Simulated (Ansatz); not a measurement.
# Si: band gap under strain

How does strain move the band edges of diamond Si, and do the functionals agree on it? States: -2.6 % biaxial strain in x and y, z held; -1.1 % shear in the xy plane; -4.5 % biaxial strain in the (111) plane, free along [111].

Program: Ansatz 0.2.0. PAW datasets, plane waves. (Simulation; spin polarisation is off.)

## (1) The cell

The unstrained cell was relaxed with r2SCAN; in each strained cell the atoms were relaxed again with r2SCAN. Names of k-points are those of the unstrained zone, where strain can split equivalent points. First state: -2.6 % biaxial strain in x and y, z held.

The symmetry is I4_1/amd (No. 141, tetragonal); a = 3.751 Å, c = 5.444 Å in the conventional setting, 19.15 Å³ an atom. Near Si stand 4 Si at 2.32 Å.

Structure file:

Space group I4_1/amd:1 (No. 141). a = 3.751 Å, b = 3.751 Å, c = 5.444 Å, α = 90.00°, β = 90.00°, γ = 90.00°
```json
{"atom": "Si", "site": "4a", "symmetry": "-4m2", "x": "0.0000", "y": "0.0000", "z": "0.0000"}
```

## (2) -2.6 % biaxial strain in x and y, z held: PBE

input.yaml reads:

```yaml
crystal:
  lattice:
    - [0.0, 2.6524326524, 2.7221188962]
    - [2.6524326524, 0.0, 2.7221188962]
    - [2.6524326524, 2.6524326524, 0.0]
  atoms:
    - { symbol: Si, position: [0.0, 0.0, 0.0] }
    - { symbol: Si, position: [0.25, 0.25, 0.25] }
kpoints:
  mp_grid: { grid: [8, 8, 8] }
  band_path:
    path:
      - [0.0, 0.0, 0.0]
      - [0.5, 0.0, 0.5]
      - [0.625, 0.25, 0.625]
      - [0.375, 0.375, 0.75]
      - [0.5, 0.5, 0.5]
      - [0.5, 0.25, 0.75]
      - [0.4, 0.0, 0.4]
    npoints: 1
hamiltonian:
  xc: pbe
scf:
  occupations: { method: fermi_dirac, width: 0.02 }
  n_extra_bands: 4
output:
  forces: true
  stress: true
  eigenvalues: true
```

The runs that follow: -2.6 % biaxial strain in x and y, z held: r2SCAN; -2.6 % biaxial strain in x and y, z held: HSE06; -1.1 % shear in the xy plane: PBE; -1.1 % shear in the xy plane: r2SCAN; -1.1 % shear in the xy plane: HSE06; -4.5 % biaxial strain in the (111) plane, free along [111]: PBE; -4.5 % biaxial strain in the (111) plane, free along [111]: r2SCAN; -4.5 % biaxial strain in the (111) plane, free along [111]: HSE06.

**Question.** What will these runs give?

As calculated:

Least gap in eV (negative: overlap):

| state | PBE | r2SCAN | HSE06 |
| --- | --- | --- | --- |
| -2.6 % biaxial strain in x and y, z held | 0.36 | 0.54 | 0.91 |
| -1.1 % shear in the xy plane | 0.54 | 0.73 | 1.10 |
| -4.5 % biaxial strain in the (111) plane, free along [111] | -0.04 | 0.12 | 0.49 |

**Reading.** In PBE the gap is least under -4.5 % biaxial strain in the (111) plane, free along [111] (-0.04 eV) and largest under -1.1 % shear in the xy plane (0.54 eV). Under -4.5 % biaxial strain in the (111) plane, free along [111] PBE gives no gap, or under 0.02 eV, while HSE06 has one.
